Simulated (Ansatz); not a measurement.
ZnTe:
```cif
data_TeZn
_chemical_formula_sum 'Te1 Zn1'
_space_group_name_H-M_alt 'P 1'
_space_group_IT_number 1
_cell_length_a 4.23885
_cell_length_b 4.23885
_cell_length_c 4.23885
_cell_angle_alpha 60.000
_cell_angle_beta 60.000
_cell_angle_gamma 60.000
loop_
_space_group_symop_operation_xyz
  'x, y, z'
loop_
_atom_site_label
_atom_site_type_symbol
_atom_site_fract_x
_atom_site_fract_y
_atom_site_fract_z
_atom_site_occupancy
Te1 Te 0.75000 0.75000 0.75000 1
Zn1 Zn 0.00000 0.00000 0.00000 1
```

Relaxed with LDA.

Problem. Decompose the optical modes at the zone centre into irreducible representations, and say which are infrared and Raman allowed.

Solution. Point group -43m: Γ_opt = T2. Infrared: T2. Raman: T2.

Problem. Assign frequencies (DFPT, plane-wave PAW LDA (Ansatz code); without the LO–TO term).

Solution. T2 189 cm⁻¹.

Space group F-43m (zinc blende). The cell was relaxed with LDA under the symmetry of its start; of distortions, only those at the zone centre were tested. Spin–orbit coupling is left out wherever it is not named.

Potentials: the later of the program's two PAW sets.
